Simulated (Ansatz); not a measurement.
**Stationary points along a deformation path in InP**

These are results of Ansatz 0.2.0, DFT PBE, scalar-relativistic, plane waves, PAW, not measurements. Settings: plane waves to 420 eV, k-mesh 10×10×10 (Γ-centred), Gaussian smearing 0.05 eV. No spin polarisation. Energies are free energies at this smearing, counted from the undisturbed cell; pressure is positive in compression.

Reference structure (as given, not relaxed at this level; it stands at 3.3 GPa):

```
In P
1.0
     0.00000    2.93050    2.93050
     2.93050    0.00000    2.93050
     2.93050    2.93050    0.00000
In P
1 1
Direct
  0.00000 0.00000 0.00000
  0.75000 0.75000 0.75000
```

At fixed volume and fractional coordinates, lengths along (0.000, 0.000, 1.000) are scaled against those across it; ρ is that ratio over its starting value. V = 25.167 Å³/atom. Δσ is the stress along the axis less the mean stress across it (compression positive).

| ρ | ΔE (meV/atom) | Δσ (GPa) | space group |
| --- | --- | --- | --- |
| 0.650 | 219.7 | 7.30 | I-4m2 |
| 0.707 | 155.4 | 6.98 | I-4m2 |
| 0.780 | 89.7 | 5.78 | I-4m2 |
| 0.850 | 43.2 | 4.48 | I-4m2 |
| 0.920 | 12.8 | 2.75 | I-4m2 |
| 0.960 | 3.3 | 1.48 | I-4m2 |
| 1.000 | 0.0 | 0.00 | F-43m |
| 1.050 | 5.3 | -2.15 | I-4m2 |
| 1.100 | 21.6 | -4.60 | I-4m2 |
| 1.200 | 88.1 | -10.23 | I-4m2 |
| 1.300 | 198.7 | -16.13 | I-4m2 |
| 1.414 | 361.6 | -20.16 | I-4m2 |
| 1.500 | 481.2 | -18.51 | I-4m2 |

Problem. How does the stress give the slope of the energy, and where is the energy stationary?

Solution. Along the path d ln(length) is 2/3 d ln ρ on the axis and −1/3 d ln ρ across it, so dE/d ln ρ = −(2/3) V Δσ: the energy falls with ρ where Δσ is positive. Δσ vanishes or changes sign at ρ = 1.000 (F-43m), a minimum at 0.0 meV/atom. Pairs of stationary points between two samples would go unseen, and could change a minimum read from distant neighbours into a maximum. At ρ = 1.000 the cell is cubic, where symmetry alone makes the stress isotropic and the slope zero.

Problem. Which shear constant sets the curvature at ρ = 1?

Solution. For a cubic crystal E/V = (2/3) C (ln ρ)² with C = C′ = (C11 − C12)/2, so Δσ = −2C ln ρ. The parabola of Δσ against ln ρ through ρ = 0.960, 1 and 1.050 gives C ≈ 19.9 GPa with the ions clamped, rough because the steps are large. It is the stress–strain coefficient at this cell's pressure of 3.3 GPa, not the zero-pressure constant.

Problem. Integrate that slope from ρ = 1 to 1.200 by the trapezoid rule.

Solution. With V/N in Å³ and 1 eV/Å³ = 160.2 GPa the slopes at ρ = 1.000, 1.050, 1.100, 1.200 are 0, 225, 481, 1071 meV/atom per unit of ln ρ. The steps add 5.5 + 16.4 + 67.6 = 89.5 meV/atom, against 88.1 from the energies; the trapezoid rule misses the curvature of the slope within each step.

The gap closes along the scan, which can put kinks into the curve.